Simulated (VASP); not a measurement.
# CdSe (Cadmoselite) (P6_3mc) in VASP: further runs

Runs on CdSe (Cadmoselite). Level: LDA. Tasks: single point.

Everything below comes from runs of VASP 6.6.1. Logs are shortened: lines on timing, memory, paths and dates and some standing lists are left out, and cuts for length are marked.

## Step 1: The crystal as given

Symmetry: P6_3mc, No. 186, hexagonal system. The conventional cell has a = 4.300 Å, b = 4.300 Å, c = 7.020 Å, α = 90.00°, β = 90.00°, γ = 120.00°. Cd (site symmetry 3m) has 4 Se at 2.61 to 2.70 Å as nearest neighbours. Se (site symmetry 3m) has 4 Cd at 2.61 to 2.70 Å as nearest neighbours.

## Step 2: Single point, LDA

Input file INCAR:

```
ALGO = Fast ; EDIFF = 1E-7
ENCUT = 520 ; GGA = CA
ISIF = 2 ; ISMEAR = 0
LASPH = T ; LCHARG = T
LELF = T ; LREAL = F
LVHAR = T ; LWAVE = F
NBANDS = 26 ; NELM = 100
PREC = Accurate ; SIGMA = 0.01
```

Input file KPOINTS:

```
k-points
0
Gamma
  4 4 3
```

Input file POSCAR:

```
CdSe
1.0
    4.3000000000      0.0000000000      0.0000000000
   -2.1500000000      3.7239092400      0.0000000000
    0.0000000000      0.0000000000      7.0200000000
Cd Se
2 2
Direct
    0.3333333333      0.6666666667      0.0000000000
    0.6666666667      0.3333333333      0.5000000000
    0.3333333333      0.6666666667      0.3850000000
    0.6666666667      0.3333333333      0.8850000000
```

Potentials or basis: VASP PAW LDA potentials, release 64 (Cd, Se).

On the command line:

```sh
$ cat potpaw_LDA.64/Cd/POTCAR potpaw_LDA.64/Se/POTCAR > POTCAR
$ mpirun -np 1 vasp_std > vasp.out
```

OUTCAR:

```text
EDIFF = 1E-7
   ENCUT = 520
   GGA = CA
   ISIF = 2
   ISMEAR = 0
   LASPH = T
   LREAL = F
   NELM = 100
   PREC = Accurate

 ion  position               nearest neighbor table
   1  0.333  0.667  0.000-   4 2.61   4 2.61   4 2.61   3 2.70
   2  0.667  0.333  0.500-   3 2.61   3 2.61   3 2.61   4 2.70
   3  0.333  0.667  0.385-   2 2.61   2 2.61   2 2.61   1 2.70
   4  0.667  0.333  0.885-   1 2.61   1 2.61   1 2.61   2 2.70

  LATTYP: Found a hexagonal cell.
 ALAT       =     4.3000000000
 C/A-ratio  =     1.6325581395

  Lattice vectors:

 A1 = (   4.3000000000,   0.0000000000,   0.0000000000)
 A2 = (  -2.1500000000,   3.7239092400,   0.0000000000)
 A3 = (   0.0000000000,   0.0000000000,   7.0200000000)

Analysis of symmetry for initial positions (statically):
=====================================================================
 Subroutine PRICEL returns:
 Original cell was already a primitive cell.

 Routine SETGRP: Setting up the symmetry group for a
 hexagonal supercell.

 Subroutine GETGRP returns: Found 12 space group operations
 (whereof  6 operations were pure point group operations)
 out of a pool of 24 trial point group operations.

The static configuration has the point symmetry C_3v.
 The point group associated with its full space group is C_6v.

Analysis of symmetry for dynamics (positions and initial velocities):
=====================================================================
 Subroutine PRICEL returns:
 Original cell was already a primitive cell.

 Routine SETGRP: Setting up the symmetry group for a
 hexagonal supercell.

 Subroutine GETGRP returns: Found 12 space group operations
 (whereof  6 operations were pure point group operations)
 out of a pool of 24 trial point group operations.

The dynamic configuration has the point symmetry C_3v.
 The point group associated with its full space group is C_6v.

 Subroutine INISYM returns: Found 12 space group operations
 (whereof  6 operations are pure point group operations),
 and found     1 'primitive' translations

----------------------------------------------------------------------------------------

                                     Primitive cell

  volume of cell :     112.4099

  direct lattice vectors                    reciprocal lattice vectors
[... 73 lines left out ...]
   NELM   =    100;   NELMIN=  2; NELMDL= -5     # of ELM steps
   EDIFF  = 0.1E-06   stopping-criterion for ELM
   LREAL  =      F    real-space projection
   EDIFFG = 0.1E-05   stopping-criterion for IOM
   NSW    =      0    number of steps for IOM
   IBRION =     -1    ionic relax: 0-MD 1-quasi-New 2-CG
   NFREE  =      0    steps in history (QN), initial steepest desc. (CG)
   ISIF   =      2    stress and relaxation
   ISYM   =      2    0-nonsym 1-usesym 2-fastsym
   POTIM  = 0.5000    time-step for ionic-motion
   TEBEG  =    0.0;   TEEND  =   0.0 temperature during run
   PSTRESS=    0.0 pullay stress
   NELECT =      36.0000    total number of electrons
   NUPDOWN=      -1.0000    fix difference up-down
   EMIN   =  10.00;   EMAX   =-10.00  energy-range for DOS
   EFERMI =   0.00;   METHOD = LEGACY
   ISMEAR =     0;   SIGMA  =   0.01  broadening in eV -4-tet -1-fermi 0-gaus
   EFERMI_NEDOS =   21; number of points for ismear=-14 and -15
   IALGO  =     68    algorithm
   IMIX   =      4    mixing-type and parameters
     AMIX     =   0.40;   BMIX     =  1.00
     AMIX_MAG =   1.60;   BMIX_MAG =  1.00
  volume/ion in A,a.u.               =      28.10       189.64
  Fermi-wavevector in a.u.,A,eV,Ry     =   1.120059  2.116604 17.068937  1.254531
  Thomas-Fermi vector in A             =   2.256702
   LORBIT       =      0    0 simple, 1 ext, 2 COOP (PROOUT), +10 PAW based schemes
   GGA     = CA    functional components
   LHFCALC =     F    Hartree Fock is set to
   AEXX    =    0.0000 exact exchange contribution
   IVDW    =     0    specifies the selected vdW correction
   LEPSILON=     F    determine dielectric tensor
   LRPA    =     F    only Hartree local field effects (RPA)
 non-spin polarized calculation
 RMM-DIIS sequential band-by-band and
 Gauss-broadening in eV      SIGMA  =   0.01
  energy-cutoff  :      520.00
  volume of cell :      112.41
 maximum number of plane-waves:      3044
 NGX is ok and might be reduce to    32
   NGX = 15   NGY = 15   NGZ = 27

 number of electron      35.9999998 magnetization

 Free energy of the ion-electron system (eV)
  ---------------------------------------------------
  ext. energy  EPLUGINS =         0.00000000
  ---------------------------------------------------
  free energy    TOTEN  =       -13.42605997 eV

  energy without entropy =      -13.42605997  energy(sigma->0) =      -13.42605997

 E-fermi :   0.9070     XC(G=0):  -9.2831

 val. band max:        0.8225676442   @ k =   0.0000   0.0000   0.0000
 cond. band min:       1.2704648000   @ k =   0.0000   0.0000   0.0000
 fundamental gap:      0.4478971558
 Fermi energy:         0.9070472195

 k-point     1 :       0.0000    0.0000    0.0000
  band No.  band energies     occupation
      1     -11.8213      2.00000
      2     -11.4475      2.00000
      3      -7.1465      2.00000
      4      -7.1465      2.00000
      5      -7.0911      2.00000
      6      -7.0911      2.00000
[... 221 lines left out ...]
     25       8.2823      0.00000
     26       8.9188      0.00000

------------------------ aborting loop because EDIFF is reached ----------------------------------------

  FORCE on cell =-STRESS in cart. coord.  units (eV):
  Direction    XX          YY          ZZ          XY          YZ          ZX
  --------------------------------------------------------------------------------------
  -------------------------------------------------------------------------------------
  Total       -0.4189688     -0.4189688     -1.8042226      0.0000000      0.0000000      0.0000000
  in kB       -5.9715570     -5.9715570    -25.7155629      0.0000000      0.0000000      0.0000000
  external PRESSURE =     -12.5528923 kB  Pullay stress =       0.0000000 kB

 VOLUME and BASIS-vectors are now :
 -----------------------------------------------------------------------------
  energy-cutoff  :      520.00
  volume of cell :      112.41
      direct lattice vectors                 reciprocal lattice vectors
     4.300000000  0.000000000  0.000000000     0.232558140  0.134267504  0.000000000
    -2.150000000  3.723909240  0.000000000     0.000000000  0.268535009  0.000000000
     0.000000000  0.000000000  7.020000000     0.000000000  0.000000000  0.142450142

 POSITION                                       TOTAL-FORCE (eV/Angst)
 -----------------------------------------------------------------------------------
     -0.00000      2.48261      0.00000         0.000000      0.000000      0.279796
      2.15000      1.24130      3.51000        -0.000000      0.000000      0.279796
     -0.00000      2.48261      2.70270        -0.000000     -0.000000     -0.279796
      2.15000      1.24130      6.21270         0.000000      0.000000     -0.279796
 -----------------------------------------------------------------------------------
    total drift:                               -0.000000      0.000000      0.000163

  FREE ENERGIE OF THE ION-ELECTRON SYSTEM (eV)
  ---------------------------------------------------
  free  energy   TOTEN  =       -13.4260599734 eV

  energy  without entropy=      -13.4260599734  energy(sigma->0) =      -13.42605997
```

Wall time 11 s (1 thread of Intel Xeon 6975P-C (Granite Rapids), shared host); peak memory 0.19 GiB.

Results:

- Free energy: -13.4261 eV
- Pressure: -1.3 GPa
- Largest force: 0.280 eV/Å
- Band gap on the k mesh: 0.45 eV, direct

Forces in eV/Å, atoms in the order of the input:
```
Cd   0.000  0.000  0.280
Cd   0.000  0.000  0.280
Se   0.000  0.000 -0.280
Se   0.000  0.000 -0.280
```

Levels at points of the mesh, in eV from the valence-band top:
| k point | band 14 | band 15 | band 16 | band 17 | band 18 | band 19 | band 20 | band 21 | band 22 | band 23 |
| --- | --- | --- | --- | --- | --- | --- | --- | --- | --- | --- |
| (0.00, 0.00, 0.00) | -0.73 | -0.73 | -0.02 | 0.00 | 0.00 | 0.45 | 1.90 | 5.72 | 5.72 | 5.98 |
| (0.50, 0.00, 0.00) | -3.81 | -2.62 | -1.89 | -1.28 | -0.85 | 3.05 | 3.11 | 4.62 | 5.98 | 6.51 |

Caveat: the k mesh is coarse (spacing up to 0.42 Å⁻¹), so the values aren't converged.

## Step 3: Single point, LDA

Input file INCAR:

```
PREC = Accurate ; ENCUT = 520
EDIFF = 1E-6 ; ISMEAR = 0
SIGMA = 0.01 ; LREAL = False
LASPH = True ; NELM = 100
ALGO = Normal ; ISIF = 2
LWAVE = False ; LCHARG = False
GGA = CA ; NBANDS = 26
```

Input file KPOINTS:

```
regular mesh
0
Gamma
  4 4 3
```

POSCAR is that of step 2.

Potentials or basis: VASP PAW LDA potentials, release 64 (Cd, Se).

On the command line:

```sh
$ cat potpaw_LDA.64/Cd/POTCAR potpaw_LDA.64/Se/POTCAR > POTCAR
$ mpirun -np 1 vasp_std > vasp.out
```

It took 10 s on 1 thread of Intel Xeon 6975P-C (Granite Rapids), shared host; peak memory 0.19 GiB.

Results (log left out):

| Item | Value |
| --- | --- |
| Free energy | -13.4261 eV |
| Pressure | -1.3 GPa |
| Largest force | 0.280 eV/Å |
| Band gap on the k mesh | 0.45 eV, direct |

Forces on the atoms (eV/Å):
```
Cd   0.000  0.000  0.280
Cd   0.000  0.000  0.280
Se   0.000  0.000 -0.280
Se   0.000  0.000 -0.280
```

Stress tensor (GPa, compression positive):
```
-0.60  0.00  0.00
 0.00 -0.60  0.00
 0.00  0.00 -2.57
```

Levels at points of the mesh, in eV from the valence-band top:
```csv
k point,band 14,band 15,band 16,band 17,band 18,band 19,band 20,band 21,band 22,band 23
"(0.00, 0.00, 0.00)",-0.73,-0.73,-0.02,0.00,0.00,0.45,1.90,5.72,5.72,5.98
"(0.50, 0.00, 0.00)",-3.81,-2.62,-1.89,-1.28,-0.85,3.05,3.11,4.62,5.98,6.51
```

Caveat: the k mesh is coarse (spacing up to 0.42 Å⁻¹), so the values aren't converged.
